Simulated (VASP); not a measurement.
The system is TaC.

```
Ta C
1.0
     0.00000    2.23390    2.23390
     2.23390    0.00000    2.23390
     2.23390    2.23390    0.00000
Ta C
1 1
Direct
  0.00000 0.00000 0.00000
  0.50000 0.50000 0.50000
```

The cell is a database's computed one.

```yaml
Program: VASP 6.6.1
Task: relaxation of cell and atoms
Functional: PBEsol
Potentials_or_basis: VASP PAW PBE potentials, release 64 (Ta_pv, C_s)
Cutoff: 480 eV
k_mesh: 16 × 16 × 16
Occupations: gaussian, width 0.1 eV
Spin: no spin polarisation
```

At the start: pressure -5.6 GPa; volume 11.15 Å³/atom.

Question: Where does the relaxation end?

Answer: Over 4 steps the energy falls by 3.3 meV/atom and the volume is 10.96 Å³/atom (-1.7 %); space group Fm-3m (No. 225, to 0.05 Å).

Step by step:
| step | energy change (eV) | largest force (eV/Å) | pressure (GPa) | volume (Å³) |
| --- | --- | --- | --- | --- |
| 1 | 0.0000 | 0.0000 | -5.56 | 22.30 |
| 2 | 0.0322 | 0.0000 | 15.00 | 21.07 |
| 3 | -0.0065 | 0.0000 | -0.08 | 21.93 |
| 4 | -0.0065 | 0.0000 | 0.03 | 21.92 |

Final structure:
```cif
data_structure
_symmetry_space_group_name_H-M 'P 1'
_symmetry_Int_Tables_number 1
_cell_length_a 3.1416
_cell_length_b 3.1416
_cell_length_c 3.1416
_cell_angle_alpha 60.000
_cell_angle_beta 60.000
_cell_angle_gamma 60.000
_cell_volume 21.92
loop_
_atom_site_label
_atom_site_type_symbol
_atom_site_fract_x
_atom_site_fract_y
_atom_site_fract_z
_atom_site_occupancy
Ta1 Ta 0.00000 0.00000 0.00000 1
C1 C 0.50000 0.50000 0.50000 1
```

Caveat: the PAW data sets were made with another functional, which shifts forces and pressure a little.
